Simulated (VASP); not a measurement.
Wanted: the native input for a VASP 6.6.1 run.

- Task: single point
- Functional: PBE
- Potentials or basis: VASP PAW PBE potentials, release 64 (Mn_pv, O)
- Cutoff: 520 eV
- k mesh: 9 × 7 × 5
- Occupations: fermi-dirac, width 0.05 eV
- Spin: collinear spin, ferromagnetic start
- Starting moments: [4.0, 4.0, 0.0, 0.0, 0.0, 0.0] μB
- Further INCAR settings: ALGO = Normal; EDIFF = 1e-07; NBANDS = 38

The structure of MnO2 lies in POSCAR:

```
MnO2
1.0
    2.9041580000      0.0000000000      0.0000000000
    0.0000000000      3.8448100000      0.0000000000
    0.0000000000      0.0000000000      6.1642640000
Mn O
2 4
Direct
    0.4950450000      0.5019900000      0.3412590000
    0.0215100000      0.0018730000      0.6576710000
    0.5015720000      0.0128910000      0.8411270000
    0.0000970000      0.5004760000      0.1666850000
    0.4855130000      0.0048030000      0.4261520000
    0.0006100000      0.5051970000      0.5796230000
```

The cell comes from a database or a generator and needn't be the stable form of this composition.

The cell isn't the ideal one: atoms moved at random, drawn with an rms of 0.05 Å.

The input as run:

INCAR

```
ALGO     = Normal         # electronic algorithm
EDIFF    = 1E-7           # SCF threshold, eV
ENCUT    = 520            # plane-wave cutoff, eV
GGA      = PE             # functional
ISIF     = 2              # what is computed and relaxed
ISMEAR   = -1             # smearing method
ISPIN    = 2              # spin polarisation
LASPH    = T              # aspherical terms in the spheres
LCHARG   = F              # write CHGCAR
LMAXMIX  = 4              # l up to which the mixer works
LORBIT   = 11             # projections on sites
LREAL    = F              # projectors in reciprocal space
LWAVE    = F              # write WAVECAR
MAGMOM   = 4 4 0 0 0 0    # initial moments
NBANDS   = 38             # bands
NELM     = 120            # most SCF steps
PREC     = Accurate       # precision mode
SIGMA    = 0.05           # smearing width, eV
```

KPOINTS

```
k-points
0
Gamma
  9 7 5
```

Potentials or basis: VASP PAW PBE potentials, release 64 (Mn_pv, O).

Run with:

```console
$ cat potpaw_PBE.64/Mn_pv/POTCAR potpaw_PBE.64/O/POTCAR > POTCAR
$ mpirun -np 1 vasp_std > vasp.out
```

Results of the run:

| Property | Result |
| --- | --- |
| Pressure | -5.4 GPa |
| Largest force | 0.935 eV/Å |
| Band gap on the k mesh | none (metal or under the smearing width) |
| Net moment | 6.00 μB per cell |
| Site moments | Mn +2.79, +2.78; O +0.11, +0.12, -0.00, -0.01 μB |
| Valence electrons inside the program's atomic spheres | Mn 11.63, 11.62; O 4.92, 4.95, 5.00 |

Caveat: semilocal functionals often make such compounds metallic where correlation or magnetic order opens a gap, which also shifts bond lengths; only a ferromagnetic start was run, and an antiferromagnetic order may lie lower in energy.

Run time: 7.8 min on 1 thread of Intel(R) Xeon(R) Platinum 8488C (Sapphire Rapids), with other jobs on the host, peak memory 0.61 GiB.
